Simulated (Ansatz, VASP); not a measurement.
CdSe in VASP and in Ansatz

```
CELL_PARAMETERS angstrom
0.00000 3.04071 3.04071
3.04071 0.00000 3.04071
3.04071 3.04071 0.00000
ATOMIC_POSITIONS crystal
Cd 0.00000 0.00000 0.00000
Se 0.75000 0.75000 0.75000
```

Alike in both runs: functional PBEsol; k mesh 10 × 10 × 10; no spin polarisation.

Ansatz relaxed the structure, and its values are those at the end. VASP's run is a single point on that final structure, the one shown.

|  | VASP | Ansatz |
| --- | --- | --- |
| version | VASP 6.6.1 | Ansatz 0.2.0 |
| potentials or method | VASP PAW PBE potentials, release 64 (Cd, Se) | scalar-relativistic, plane waves, PAW |
| plane-wave cutoff (eV) | 520 | 420 |
| occupations | gaussian, width 0.01 eV | fixed |
| valence electrons in the cell | 18 | 36 |

```csv
,VASP,Ansatz,Ansatz less VASP
gap on the k mesh at the Fermi level (eV),0.48,0.48,-0.002
least direct gap on the mesh (eV),0.48,0.48,-0.002
pressure (GPa),0.3,0.0,-0.34
```

The two sets of potentials don't hold the same shells in valence.

Caveats: the PAW data sets were made with another functional, which shifts forces and pressure a little (VASP).
